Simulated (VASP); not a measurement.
# AlCo: Hubbard U by linear response

AlCo, Pm-3m (no. 221), 16 atoms in the cell. LDA, linear-response Hubbard U; PAW potentials Co, Al (LDA set).

Shifted element: Co; Shifted shell (l): 2; Cell repeated: 2 × 2 × 2; Shifts (eV): -0.2, 0.2; Shifts on single spins too: yes.

## Input

INCAR.step1:
```
PREC = Accurate
ENCUT = 450
EDIFF = 1E-7
NELM = 200
ALGO = Normal
ISMEAR = 1
SIGMA = 0.1
LREAL = F
LASPH = T
LMAXMIX = 4
LORBIT = 11
LWAVE = T
LCHARG = T
GGA = CA
VOSKOWN = 1
ISPIN = 2
MAGMOM = 2.5 2.5 2.5 2.5 2.5 2.5 2.5 2.5 0 0 0 0 0 0 0 0
AMIX = 0.2
BMIX = 1E-4
AMIX_MAG = 0.8
BMIX_MAG = 1E-4
```

INCAR.step2, as INCAR.step1 but for:
```
- LWAVE = T
- LCHARG = T
+ LWAVE = F
+ LCHARG = F
+ LDAU = T
+ LDAUTYPE = 3
+ LDAUL = 2 -1 -1
+ LDAUU = -0.2 0 0
+ LDAUJ = -0.2 0 0
+ LDAUPRINT = 1
+ ISTART = 1
+ ICHARG = 11
```

INCAR.step3, as INCAR.step2 but for:
```
- ICHARG = 11
+ ICHARG = 1
```

INCAR.step4, as INCAR.step3 but for:
```
- LDAUU = -0.2 0 0
- LDAUJ = -0.2 0 0
- ICHARG = 1
+ LDAUU = 0.2 0 0
+ LDAUJ = 0.2 0 0
+ ICHARG = 11
```

INCAR.step5, as INCAR.step4 but for:
```
- ICHARG = 11
+ ICHARG = 1
```

INCAR.step6, as INCAR.step5 but for:
```
- LDAUU = 0.2 0 0
- LDAUJ = 0.2 0 0
- ICHARG = 1
+ LDAUU = -0.2 0 0
+ LDAUJ = 0 0 0
+ ICHARG = 11
```

INCAR.step7, as INCAR.step6 but for:
```
- ICHARG = 11
+ ICHARG = 1
```

INCAR.step8, as INCAR.step7 but for:
```
- LDAUU = -0.2 0 0
- ICHARG = 1
+ LDAUU = 0.2 0 0
+ ICHARG = 11
```

INCAR.step9, as INCAR.step8 but for:
```
- ICHARG = 11
+ ICHARG = 1
```

INCAR.step10, as INCAR.step9 but for:
```
- LDAUU = 0.2 0 0
- LDAUJ = 0 0 0
- ICHARG = 1
+ LDAUU = 0 0 0
+ LDAUJ = -0.2 0 0
+ ICHARG = 11
```

INCAR.step11, as INCAR.step10 but for:
```
- ICHARG = 11
+ ICHARG = 1
```

INCAR.step12, as INCAR.step11 but for:
```
- LDAUJ = -0.2 0 0
- ICHARG = 1
+ LDAUJ = 0.2 0 0
+ ICHARG = 11
```

INCAR.step13, as INCAR.step12 but for:
```
- ICHARG = 11
+ ICHARG = 1
```

KPOINTS:
```
k-points
0
Gamma
  5 5 5
```

POSCAR:
```
AlCo
1.0
    5.6388064200      0.0000000000      0.0000000000
    0.0000000000      5.6388064200      0.0000000000
    0.0000000000      0.0000000000      5.6388064200
Co Co Al
1 7 8
Direct
    0.2500000000      0.2500000000      0.2500000000
    0.2500000000      0.2500000000      0.7500000000
    0.2500000000      0.7500000000      0.2500000000
    0.2500000000      0.7500000000      0.7500000000
    0.7500000000      0.2500000000      0.2500000000
    0.7500000000      0.2500000000      0.7500000000
    0.7500000000      0.7500000000      0.2500000000
    0.7500000000      0.7500000000      0.7500000000
    0.0000000000      0.0000000000      0.0000000000
    0.0000000000      0.0000000000      0.5000000000
    0.0000000000      0.5000000000      0.0000000000
    0.0000000000      0.5000000000      0.5000000000
    0.5000000000      0.0000000000      0.0000000000
    0.5000000000      0.0000000000      0.5000000000
    0.5000000000      0.5000000000      0.0000000000
    0.5000000000      0.5000000000      0.5000000000
```

Commands (each step's output is kept before the next begins):
```
cat potpaw_LDA.64/Co/POTCAR potpaw_LDA.64/Co/POTCAR potpaw_LDA.64/Al/POTCAR > POTCAR
cp INCAR.step1 INCAR
mpirun -np 8 vasp_std > vasp.out
cp CHGCAR CHGCAR.0
cp WAVECAR WAVECAR.0
cp INCAR.step2 INCAR
mpirun -np 8 vasp_std > vasp.out
cp CHGCAR.0 CHGCAR
cp WAVECAR.0 WAVECAR
cp INCAR.step3 INCAR
mpirun -np 8 vasp_std > vasp.out
cp CHGCAR.0 CHGCAR
cp WAVECAR.0 WAVECAR
cp INCAR.step4 INCAR
mpirun -np 8 vasp_std > vasp.out
cp CHGCAR.0 CHGCAR
cp WAVECAR.0 WAVECAR
cp INCAR.step5 INCAR
mpirun -np 8 vasp_std > vasp.out
cp CHGCAR.0 CHGCAR
cp WAVECAR.0 WAVECAR
cp INCAR.step6 INCAR
mpirun -np 8 vasp_std > vasp.out
cp CHGCAR.0 CHGCAR
cp WAVECAR.0 WAVECAR
cp INCAR.step7 INCAR
mpirun -np 8 vasp_std > vasp.out
cp CHGCAR.0 CHGCAR
cp WAVECAR.0 WAVECAR
cp INCAR.step8 INCAR
mpirun -np 8 vasp_std > vasp.out
cp CHGCAR.0 CHGCAR
cp WAVECAR.0 WAVECAR
cp INCAR.step9 INCAR
mpirun -np 8 vasp_std > vasp.out
cp CHGCAR.0 CHGCAR
cp WAVECAR.0 WAVECAR
cp INCAR.step10 INCAR
mpirun -np 8 vasp_std > vasp.out
cp CHGCAR.0 CHGCAR
cp WAVECAR.0 WAVECAR
cp INCAR.step11 INCAR
mpirun -np 8 vasp_std > vasp.out
cp CHGCAR.0 CHGCAR
cp WAVECAR.0 WAVECAR
cp INCAR.step12 INCAR
mpirun -np 8 vasp_std > vasp.out
cp CHGCAR.0 CHGCAR
cp WAVECAR.0 WAVECAR
cp INCAR.step13 INCAR
mpirun -np 8 vasp_std > vasp.out
```

## Result

- U (eV): 4.8
- U from spin-resolved response (eV): 4.8
- J from spin-resolved response (eV): 0.6
- Bare response (electrons/eV): 0.950
- Relaxed response (electrons/eV): 0.170

Electrons in the shifted shell, density kept fixed:

| Shift (eV) | Electrons |
|---|---|
| -0.20 | 7.358 |
| 0.00 | 7.555 |
| 0.20 | 7.738 |

Electrons in the shifted shell, density relaxed:

| Shift (eV) | Electrons |
|---|---|
| -0.20 | 7.521 |
| 0.00 | 7.555 |
| 0.20 | 7.589 |

Limits: The slopes are limited by the printed digits (0.001 electrons) and by how far each density was converged; the unshifted state keeps only 0.00 muB on the site, started at 2.5, so this U belongs to a low-moment state.

VASP 6.6.1 took 322 s on 8 cores (Intel Xeon Platinum 8488C (Sapphire Rapids)), a shared host.
